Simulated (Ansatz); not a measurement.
**Mo: a line through a two-coordinate scan**

One table from this session's results is given with a row withheld; the runs are named, their logs left out.

Method: DFT PBE, scalar-relativistic, plane waves, PAW, in Ansatz 0.2.0.

27 further runs of the same task are left out: 27 set aside as unsound or not needed.

### Starting point

The structure is cubic, space group Fm-3m (No. 225). Conventional cell: a = 4.002 Å, b = 4.002 Å, c = 4.002 Å, α = 90.00°, β = 90.00°, γ = 90.00°. Mo (site symmetry m-3m) has 12 Mo at 2.83 Å as nearest neighbours.

Structure file:

```
CELL_PARAMETERS angstrom
0.00000 2.00103 2.00103
2.00103 0.00000 2.00103
2.00103 2.00103 0.00000
ATOMIC_POSITIONS crystal
Mo 0.00000 0.00000 0.00000
```

It is the result of an earlier relaxation at this level (volume 16.02 Å³/atom; gap on the mesh: none (metal)).

### Plan of the line

The energy is mapped over volume and the cell's shape.

First coordinate, volume per atom: 7 values from 14.10 to 17.95 Å³. Second coordinate, c/a of the conventional cell: 9 values from 0.629 to 1.167.

Nothing else is relaxed (symmetry fixes all fractional coordinates). Energies count from the relaxed crystal. Points are written as (first, second).

The first run:

input.yaml reads:

```yaml
crystal:
  lattice:
    - [0.0, 1.9969255272, 1.8485539605]
    - [1.9969255272, 0.0, 1.8485539605]
    - [1.9969255272, 1.9969255272, 0.0]
  atoms:
    - { symbol: Mo, position: [0.0, 0.0, 0.0] }
basis:
  ecutwfc: 420
kpoints:
  mp_grid: { grid: [22, 22, 22] }
hamiltonian:
  xc: pbe
scf:
  occupations: { method: gaussian, width: 0.15 }
output:
  forces: true
  stress: true
  eigenvalues: true
```

Run with:

```console
> ansatz run input.yaml --threads 1 --pin off --max-ram 2048MiB --backend cpu --events-out ev --progress --plain --runs-dir out
```

Steps of the session up to this table: Point (14.74 Å³, 0.926); Point (15.38 Å³, 0.926); Grid point (16.02 Å³, 0.926); Grid point (16.67 Å³, 0.926); The run at (17.31 Å³, 0.926); Grid point (17.95 Å³, 0.926).

One of the session's tables, all rows but one given; the rest of the session is left out.

```
volume per atom (Å³)  energy (meV/atom)  slope (meV/atom per Å³)  pressure (GPa)
               14.10                176                     −250              40
               14.74                 49                     −149              24
               15.38                −20                      −68              11
               16.02                  ?                        ?               ?
               16.67                −24                       54              −9
               17.31                 25                       98             −16
               17.95                100                      134             −21
```

Q: Estimate the row for volume per atom (Å³) = 16.02 from the others.

Worked estimate for «energy (meV/atom)». A straight line through the neighbours (15.38, −20) and (16.67, −24) gives −20 + (−24 − −20) × (16.02 − 15.38) / (16.67 − 15.38) = -22; a parabola fitted to 4 rows on both sides gives -42.

As computed: energy (meV/atom): −41; slope (meV/atom per Å³): −1; pressure (GPa): 0. In «energy (meV/atom)» the line misses by +19 and the parabola by -1.

Energies count from the relaxed crystal. Rows without a step come from runs not printed here or follow by symmetry.

In words: Along the line the energy is lowest at 16.02 Å³, −41 meV/atom from the zero. V·d²E/dV² there is about 240 GPa, a bulk modulus under this line's constraint. The well is lopsided: two grid steps out, the energy rises by 90 meV/atom towards smaller values and 66 meV/atom towards larger ones. The highest point computed, at 14.10 Å³, lies 217 meV/atom above the lowest.
